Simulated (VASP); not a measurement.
# ZnO (Cmcm) in VASP: notebook

Runs on ZnO. Level: PBE+D3(BJ). Tasks: single point.

All numbers are computed with VASP 6.6.1; they aren't measurements. Logs are shortened: lines on timing, memory, paths and dates and some standing lists are left out, and cuts for length are marked.

### 1 The cell of the first run

Symmetry: Cmcm, No. 63, orthorhombic system. The conventional cell has a = 3.354 Å, b = 5.581 Å, c = 7.130 Å, α = 90.00°, β = 90.00°, γ = 90.00°. Around Zn (site symmetry m2m) lie 3 O at 1.86 to 1.92 Å. Around O (site symmetry m2m) lie 3 Zn at 1.86 to 1.92 Å.

The cell comes from a database or a generator and needn't be the stable form of this composition.

### 2 Single point, PBE+D3(BJ) (strain +0.0200 x Voigt [1, -1, 0, 0, 0, 0], atoms carried along)

INCAR reads:

```
SYSTEM = ZnO
ALGO     = Fast           ! electronic algorithm
EDIFF    = 1E-7           ! SCF threshold, eV
ENCUT    = 520            ! plane-wave cutoff, eV
GGA      = PE             ! functional
ISIF     = 2              ! what is computed and relaxed
ISMEAR   = 0              ! smearing method
IVDW     = 12             ! dispersion correction
LASPH    = .True.         ! aspherical terms in the spheres
LCHARG   = .True.         ! write CHGCAR
LELF     = .True.         ! ELF
LREAL    = .False.        ! projectors in reciprocal space
LVHAR    = .True.       
LWAVE    = .False.        ! write WAVECAR
NBANDS   = 26             ! bands
NELM     = 100            ! most SCF steps
PREC     = Accurate       ! precision mode
SIGMA    = 0.05           ! smearing width, eV
```

KPOINTS reads:

```
k-points
0
Gamma
  9 9 4
  0 0 0
```

POSCAR reads:

```
ZnO
1.0
    3.3537265018      0.0000000000      0.0000000000
   -1.6768632509      2.7905138245      0.0000000000
    0.0000000000      0.0000000000      7.1304413500
Zn O
2 2
Direct
    0.0000000000      0.0000000000      0.7500000000
    0.0000000000      0.0000000000      0.2500000000
    0.3333333333      0.6666666667      0.2500000000
    0.6666666667      0.3333333333      0.7500000000
```

Potentials or basis: VASP PAW PBE potentials, release 64 (Zn, O).

The run is started by

```
cat potpaw_PBE.64/Zn/POTCAR potpaw_PBE.64/O/POTCAR > POTCAR
mpirun -np 1 vasp_std > vasp.out
```

OUTCAR:

```text
SYSTEM = ZnO
   EDIFF = 1E-7
   ENCUT = 520
   GGA = PE
   ISIF = 2
   ISMEAR = 0
   IVDW = 12
   LASPH = .True.
   LREAL = .False.
   NELM = 100
   PREC = Accurate
 IVDW          = 12

 ion  position               nearest neighbor table
   1  0.000  0.000  0.750-   4 1.86   4 1.92   4 1.92
   2  0.000  0.000  0.250-   3 1.86   3 1.92   3 1.92
   3  0.333  0.667  0.250-   2 1.86   2 1.92   2 1.92
   4  0.667  0.333  0.750-   1 1.86   1 1.92   1 1.92

  Warning from LATTYP: Monoclinic adjustment (A1->A3, A2->A1, A3->A2)!
  LATTYP: Found a base centered orthorhombic cell.
 ALAT       =     3.3537265018
 B/A-ratio  =     1.6641272465
 C/A-ratio  =     2.1261248782

  Lattice vectors:

 A1 = (   1.6768632509,  -2.7905138245,   0.0000000000)
 A2 = (   1.6768632509,   2.7905138245,   0.0000000000)
 A3 = (   0.0000000000,   0.0000000000,   7.1304413500)

Analysis of symmetry for initial positions (statically):
=====================================================================
 Subroutine PRICEL returns:
 Original cell was already a primitive cell.

 Routine SETGRP: Setting up the symmetry group for a
 base centered orthorhombic supercell.

 Subroutine GETGRP returns: Found  8 space group operations
 (whereof  4 operations were pure point group operations)
 out of a pool of  8 trial point group operations.

The static configuration has the point symmetry C_2h.
 The point group associated with its full space group is D_2h.

Analysis of symmetry for dynamics (positions and initial velocities):
=====================================================================
 Subroutine PRICEL returns:
 Original cell was already a primitive cell.

 Routine SETGRP: Setting up the symmetry group for a
 base centered orthorhombic supercell.

 Subroutine GETGRP returns: Found  8 space group operations
 (whereof  4 operations were pure point group operations)
 out of a pool of  8 trial point group operations.

The dynamic configuration has the point symmetry C_2h.
 The point group associated with its full space group is D_2h.

 Subroutine INISYM returns: Found  8 space group operations
 (whereof  4 operations are pure point group operations),
 and found     1 'primitive' translations

----------------------------------------------------------------------------------------

                                     Primitive cell

  volume of cell :      66.7311

  direct lattice vectors                    reciprocal lattice vectors
     3.353726502  0.000000000  0.000000000     0.298175775  0.179178471  0.000000000
    -1.676863251  2.790513825  0.000000000     0.000000000  0.358356942  0.000000000
     0.000000000  0.000000000  7.130441350     0.000000000  0.000000000  0.140243773

  length of vectors
     3.353726502  3.255585626  7.130441350     0.347870259  0.358356942  0.140243773

  position of ions in fractional coordinates (direct lattice)
     0.000000000  0.000000000  0.750000000
     0.000000000  0.000000000  0.250000000
     0.333333333  0.666666667  0.250000000
     0.666666667  0.333333333  0.750000000

  ion indices of the primitive-cell ions
   primitive index   ion index
                 1           1
                 2           2
                 3           3
                 4           4

----------------------------------------------------------------------------------------

 KPOINTS: k-points

Automatic generation of k-mesh.
 Grid dimensions read from file:
 generate k-points for:    9    9    4

 Generating k-lattice:

  Cartesian coordinates                     Fractional coordinates (reciprocal lattice)
     0.033130642  0.019908719  0.000000000     0.111111111 -0.000000000  0.000000000
     0.000000000  0.039817438  0.000000000     0.000000000  0.111111111  0.000000000
     0.000000000  0.000000000  0.035060943     0.000000000  0.000000000  0.250000000

  Length of vectors
     0.038652251  0.039817438  0.035060943

  Shift w.r.t. Gamma in fractional coordinates (k-lattice)
     0.000000000  0.000000000  0.000000000

 Subroutine IBZKPT returns following result:
 ===========================================

 Found     75 irreducible k-points:

 Following reciprocal coordinates:
            Coordinates               Weight
  0.000000  0.000000  0.000000      1.000000
  0.111111 -0.000000  0.000000      4.000000
  0.222222 -0.000000  0.000000      4.000000
  0.333333 -0.000000  0.000000      4.000000
  0.444444 -0.000000  0.000000      4.000000
  0.000000  0.111111  0.000000      2.000000
[... 16 lines left out ...]
  0.333333  0.333333  0.000000      2.000000
  0.000000  0.444444  0.000000      2.000000
 [... further k-points ...]
   k-points           NKPTS =     75   k-points in BZ     NKDIM =     75   number of bands    NBANDS=     26
   number of dos      NEDOS =    301   number of ions     NIONS =      4
   total plane-waves  NPLWV =  36288
   dimension x,y,z NGX =    28 NGY =   24 NGZ =   54
   dimension x,y,z NGXF=    56 NGYF=   48 NGZF=  108
   ions per type =               2   2
   NGX,Y,Z   is equivalent  to a cutoff of  13.88, 12.26, 12.59 a.u.
   NGXF,Y,Z  is equivalent  to a cutoff of  27.76, 24.51, 25.18 a.u.
 SYSTEM =  ZnO
   PREC   = accura    normal or accurate (medium, high low for compatibility)
   ISTART =      0    job   : 0-new  1-cont  2-samecut
   ICHARG =      2    charge: 1-file 2-atom 10-const
   ISPIN  =      1    spin polarized calculation?
   LNONCOLLINEAR =      F non collinear calculations
   LSORBIT =      F    spin-orbit coupling
   LASPH  =      T    aspherical Exc in radial PAW
   ENCUT  =  520.0 eV  38.22 Ry    6.18 a.u.   6.24  6.05 13.26*2*pi/ulx,y,z
   NELM   =    100;   NELMIN=  2; NELMDL= -5     # of ELM steps
   EDIFF  = 0.1E-06   stopping-criterion for ELM
   LREAL  =      F    real-space projection
   EDIFFG = 0.1E-05   stopping-criterion for IOM
   NSW    =      0    number of steps for IOM
   IBRION =     -1    ionic relax: 0-MD 1-quasi-New 2-CG
   NFREE  =      0    steps in history (QN), initial steepest desc. (CG)
   ISIF   =      2    stress and relaxation
   ISYM   =      2    0-nonsym 1-usesym 2-fastsym
   POTIM  = 0.5000    time-step for ionic-motion
   TEBEG  =    0.0;   TEEND  =   0.0 temperature during run
   PSTRESS=    0.0 pullay stress
   NELECT =      36.0000    total number of electrons
   NUPDOWN=      -1.0000    fix difference up-down
   EMIN   =  10.00;   EMAX   =-10.00  energy-range for DOS
   EFERMI =   0.00;   METHOD = LEGACY
   ISMEAR =     0;   SIGMA  =   0.05  broadening in eV -4-tet -1-fermi 0-gaus
   EFERMI_NEDOS =   21; number of points for ismear=-14 and -15
   IALGO  =     68    algorithm
   IMIX   =      4    mixing-type and parameters
     AMIX     =   0.40;   BMIX     =  1.00
     AMIX_MAG =   1.60;   BMIX_MAG =  1.00
  volume/ion in A,a.u.               =      16.68       112.58
  Fermi-wavevector in a.u.,A,eV,Ry     =   1.332702  2.518441 24.165220  1.776094
  Thomas-Fermi vector in A             =   2.461616
   LORBIT       =      0    0 simple, 1 ext, 2 COOP (PROOUT), +10 PAW based schemes
   GGA     = PE    functional components
   LHFCALC =     F    Hartree Fock is set to
   AEXX    =    0.0000 exact exchange contribution
   IVDW    =    12    specifies the selected vdW correction
   LEPSILON=     F    determine dielectric tensor
   LRPA    =     F    only Hartree local field effects (RPA)
 non-spin polarized calculation
 RMM-DIIS sequential band-by-band and
 Gauss-broadening in eV      SIGMA  =   0.05
  energy-cutoff  :      520.00
  volume of cell :       66.73
 maximum number of plane-waves:      1818
 NGX is ok and might be reduce to    28
   NGX = 13   NGY = 13   NGZ = 27

 number of electron      36.0000015 magnetization

 Free energy of the ion-electron system (eV)
  ---------------------------------------------------
  ext. energy  EPLUGINS =         0.00000000
  ---------------------------------------------------
  free energy    TOTEN  =       -16.93211994 eV

  energy without entropy =      -16.93211994  energy(sigma->0) =      -16.93211994

 E-fermi :  -0.4731     XC(G=0):  -8.9294

 val. band max:       -0.7061728618   @ k =   0.0000   0.0000   0.0000
 cond. band min:       0.0582019573   @ k =   0.0000   0.0000   0.0000
 fundamental gap:      0.7643748191
 Fermi energy:        -0.4731285213

 k-point     1 :       0.0000    0.0000    0.0000
  band No.  band energies     occupation
      1     -18.2279      2.00000
      2     -18.1477      2.00000
      3      -6.8753      2.00000
      4      -6.8683      2.00000
      5      -6.8598      2.00000
      6      -6.8545      2.00000
[... 18 lines left out ...]
     25      12.4077      0.00000
     26      12.5599      0.00000

 k-point     2 :       0.1111   -0.0000    0.0000
  band No.  band energies     occupation
      1     -18.1733      2.00000
      2     -18.0977      2.00000
      3      -6.8939      2.00000
      4      -6.8823      2.00000
      5      -6.7902      2.00000
      6      -6.7766      2.00000
[... 18 lines left out ...]
     25      11.8393      0.00000
     26      12.4936      0.00000

 k-point     3 :       0.2222   -0.0000    0.0000
  band No.  band energies     occupation
      1     -18.0317      2.00000
      2     -17.9690      2.00000
      3      -6.9065      2.00000
      4      -6.9013      2.00000
      5      -6.5736      2.00000
      6      -6.5601      2.00000
[... 18 lines left out ...]
     25      11.3181      0.00000
     26      12.8772      0.00000

 k-point     4 :       0.3333   -0.0000    0.0000
  band No.  band energies     occupation
      1     -17.8636      2.00000
      2     -17.8204      2.00000
      3      -6.8343      2.00000
      4      -6.8314      2.00000
      5      -6.2822      2.00000
      6      -6.2706      2.00000
[... 18 lines left out ...]
     25      11.3537      0.00000
     26      12.3482      0.00000
[... 496 lines left out ...]
      1     -17.6760      2.00000
      2     -17.6616      2.00000
      3      -6.5317      2.00000
      4      -6.5226      2.00000
      5      -6.0711      2.00000
      6      -5.9691      2.00000
[... 18 lines left out ...]
     25       9.9545      0.00000
     26      11.2522      0.00000

 k-point    23 :       0.3333    0.3333    0.0000
  band No.  band energies     occupation
      1     -17.6525      2.00000
      2     -17.6514      2.00000
      3      -6.4439      2.00000
      4      -6.4295      2.00000
      5      -6.0217      2.00000
      6      -6.0092      2.00000
[... 18 lines left out ...]
     25       9.5614      0.00000
     26      10.0574      0.00000

 k-point    24 :       0.0000    0.4444    0.0000
  band No.  band energies     occupation
      1     -17.7123      2.00000
      2     -17.6902      2.00000
      3      -6.6476      2.00000
      4      -6.6431      2.00000
      5      -6.1166      2.00000
      6      -5.9528      2.00000
[... 18 lines left out ...]
     25      10.8786      0.00000
     26      13.2103      0.00000

 [... further k-points ...]

------------------------ aborting loop because EDIFF is reached ----------------------------------------

 Edisp (eV)   -0.62321

 E8    (eV) :    -0.2342

  FORCE on cell =-STRESS in cart. coord.  units (eV):
  Direction    XX          YY          ZZ          XY          YZ          ZX
  --------------------------------------------------------------------------------------
  -------------------------------------------------------------------------------------
  Total      -2.26106     1.26496    -0.67441     0.00000    -0.00000     0.00000
  in kB     -54.28688    30.37093   -16.19217     0.00000    -0.00000     0.00000
  external pressure =      -13.37 kB  Pullay stress =        0.00 kB

 VOLUME and BASIS-vectors are now :
 -----------------------------------------------------------------------------
  energy-cutoff  :      520.00
  volume of cell :       66.73
      direct lattice vectors                 reciprocal lattice vectors
     3.353726502  0.000000000  0.000000000     0.298175775  0.179178471  0.000000000
    -1.676863251  2.790513825  0.000000000     0.000000000  0.358356942  0.000000000
     0.000000000  0.000000000  7.130441350     0.000000000  0.000000000  0.140243773

 POSITION                                       TOTAL-FORCE (eV/Angst)
 -----------------------------------------------------------------------------------
      0.00000      0.00000      5.34783         0.000000      0.542317     -0.000000
      0.00000      0.00000      1.78261        -0.000000     -0.542317      0.000000
     -0.00000      1.86034      1.78261         0.000000      0.529365     -0.000000
      1.67686      0.93017      5.34783        -0.000000     -0.529365      0.000000
 -----------------------------------------------------------------------------------
    total drift:                                0.000000     -0.000000      0.000000

  FREE ENERGIE OF THE ION-ELECTRON SYSTEM (eV)
  ---------------------------------------------------
  free  energy   TOTEN  =       -17.5553339801 eV

  energy  without entropy=      -17.5553339801  energy(sigma->0) =      -17.55533398
```

Run time: 95 s. Hardware: 1 thread of AMD EPYC 9R45 (Zen 5), shared host; peak memory 0.23 GiB.

Results:

```
Free energy                : -17.5553 eV
Pressure                   : -1.3 GPa
Largest force              : 0.542 eV/Å
Band gap on the k mesh     : 0.76 eV, direct
Dispersion energy per atom : -0.156 eV
```

Forces on the atoms (eV/Å):
```
Zn   0.000  0.542  0.000
Zn   0.000 -0.542  0.000
O    0.000  0.529  0.000
O    0.000 -0.529  0.000
```

Caveat: an odd mesh through Γ misses points on the zone boundary, where band edges often lie.

### 3 Single point, PBE+D3(BJ) (strain -0.0150 x Voigt [1, -1, 0, 0, 0, 0], atoms carried along)

INCAR reads:

```
ALGO = Fast
EDIFF = 1E-7
ENCUT = 520
GGA = PE
ISIF = 2
ISMEAR = 0
IVDW = 12
LASPH = True
LCHARG = True
LELF = True
LREAL = False
LVHAR = True
LWAVE = False
NBANDS = 26
NELM = 100
PREC = Accurate
SIGMA = 0.05
```

KPOINTS reads:

```
k-points
0
Gamma
  9 9 4
```

POSCAR, as its differences from that of step 2:

```diff
@@ -2,4 +2,4 @@
 1.0
-    3.3537265018      0.0000000000      0.0000000000
-   -1.6768632509      2.7905138245      0.0000000000
+    3.2386476513      0.0000000000      0.0000000000
+   -1.6193238256      2.8901750325      0.0000000000
     0.0000000000      0.0000000000      7.1304413500
```

Potentials or basis: VASP PAW PBE potentials, release 64 (Zn, O).

The run is started by

```
cat potpaw_PBE.64/Zn/POTCAR potpaw_PBE.64/O/POTCAR > POTCAR
mpirun -np 1 vasp_std > vasp.out
```

It took 1.7 min on 1 thread of AMD EPYC 9R45 (Zen 5), shared host; peak memory 0.23 GiB.

It converged, with:

| Property | Result |
| --- | --- |
| Free energy | -17.5711 eV |
| Pressure | -1.4 GPa |
| Largest force | 0.365 eV/Å |
| Band gap on the k mesh | 0.77 eV, direct |
| Dispersion energy per atom | -0.156 eV |

Forces on the atoms (eV/Å):
```
Zn   0.000 -0.365  0.000
Zn   0.000  0.365  0.000
O    0.000 -0.355  0.000
O    0.000  0.355  0.000
```

Stress tensor (GPa, compression positive):
```
 1.69  0.00  0.00
 0.00 -4.37  0.00
 0.00  0.00 -1.61
```

Levels at points of the mesh, in eV from the valence-band top:
```csv
k point,band 14,band 15,band 16,band 17,band 18,band 19,band 20,band 21,band 22,band 23
"(0.00, 0.00, 0.00)",-1.78,-0.10,-0.10,-0.01,0.00,0.77,3.30,5.12,10.88,11.01
"(0.00, 0.00, 0.50)",-2.58,-0.10,-0.10,0.00,0.00,1.88,1.88,7.21,7.21,12.90
```

Caveat: an odd mesh through Γ misses points on the zone boundary, where band edges often lie.
